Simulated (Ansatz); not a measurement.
# Al2Cu: strain energy, fitted

Al2Cu, I4/mcm, a = 6.052 Å, c = 4.883 Å. The structure is a Materials Project entry; whether it is the stable form wasn't checked. Ansatz: PBE, PAW, 420 eV, Γ-centred 6×6×8 mesh on 12 atoms, Gaussian smearing 0.10 eV; no spin polarisation. Series: biaxial strain in the a-b plane, c and atoms relaxed; x is the strain in per cent. y is the free energy over the unstrained cell, V0 = 14.906 Å³/atom.

```
x (%) y (meV/atom)
 -3.0         18.29
 -2.0             ?
 -1.0          2.62
  0.0          0.00
  1.0          1.25
  2.0          6.52
  3.0         15.58
```

Problem. Fit y = c2 x² + c3 x³ to the other rows, turn c2 into a modulus, and predict the missing energy.

Solution. Least squares on the rows shown. y = 1.8695 x² − 0.053939 x³. In eV per unit strain² c2 is 18.70; M is the biaxial modulus (E = M V0 ε²): 18.70 × 160.2 / (14.906) = 201 GPa. With a term in x⁴ added, the coefficient of x² becomes 1.696, 9 % less, which shows how far this figure hangs on the form. At x = -2.0 the fit asked for gives 7.91 meV/atom. The run gave 9.05 meV/atom, so the fit is 1.14 meV/atom too low, 6.2 % of the span of the series, against an rms of 0.47 meV/atom on the fitted rows. With a term in x⁴ added, a fit to the same known rows predicts 7.53 meV/atom, further off still.